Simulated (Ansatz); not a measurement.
# GaN: the cost of one run

The runs shown are made with Ansatz 0.2.0. Linear response, PAW datasets, plane waves. (Simulation; spin polarisation is off.)

## (1) The cell

The cell was relaxed beforehand with PBEsol.

Space group P6_3mc (No. 186), hexagonal; a = 3.183 Å, c = 5.185 Å in the conventional setting, 11.37 Å³ an atom. Around Ga lie 4 N at 1.95 Å; around N lie 4 Ga at 1.95 Å.

Structure file:

```cif
data_structure
_symmetry_space_group_name_H-M 'P6_3mc'
_symmetry_Int_Tables_number 186
_cell_length_a 3.1826
_cell_length_b 3.1826
_cell_length_c 5.1854
_cell_angle_alpha 90.000
_cell_angle_beta 90.000
_cell_angle_gamma 120.000
_cell_volume 45.49
loop_
_atom_site_label
_atom_site_type_symbol
_atom_site_symmetry_multiplicity
_atom_site_Wyckoff_symbol
_atom_site_fract_x
_atom_site_fract_y
_atom_site_fract_z
_atom_site_occupancy
Ga1 Ga 2 b 0.33333 0.66667 0.99920 1
N1 N 2 b 0.33333 0.66667 0.37580 1
```

## (2) Zone-centre modes, PBEsol

Input file input.yaml:

```yaml
crystal:
  lattice:
    - [3.1826048381, 0.0, 0.0]
    - [-1.591302419, 2.75621664, 0.0]
    - [0.0, 0.0, 5.1853891516]
  atoms:
    - { symbol: Ga, position: [0.3333333333, 0.6666666667, -0.0008042293] }
    - { symbol: Ga, position: [0.6666666667, 0.3333333333, 0.4991957707] }
    - { symbol: "N", position: [0.3333333333, 0.6666666667, 0.3758042293] }
    - { symbol: "N", position: [0.6666666667, 0.3333333333, 0.8758042293] }
kpoints:
  mp_grid: { grid: [9, 9, 4] }
hamiltonian:
  xc: pbesol
scf:
  occupations: { method: fixed }
phonons:
  method: dfpt
  dielectric: true
  qpoints: [[0, 0, 0]]
  rigid_motions: translations
```

On the command line:

```console
$ ansatz run input.yaml --threads 4 --pin off --max-ram 7372MiB --backend cpu --events-out ev --progress --plain --runs-dir out
```

What time and memory should one allow on 4 threads of Arm Neoverse V1, shared host?

About 73 s, with a peak of 1.4 GiB.
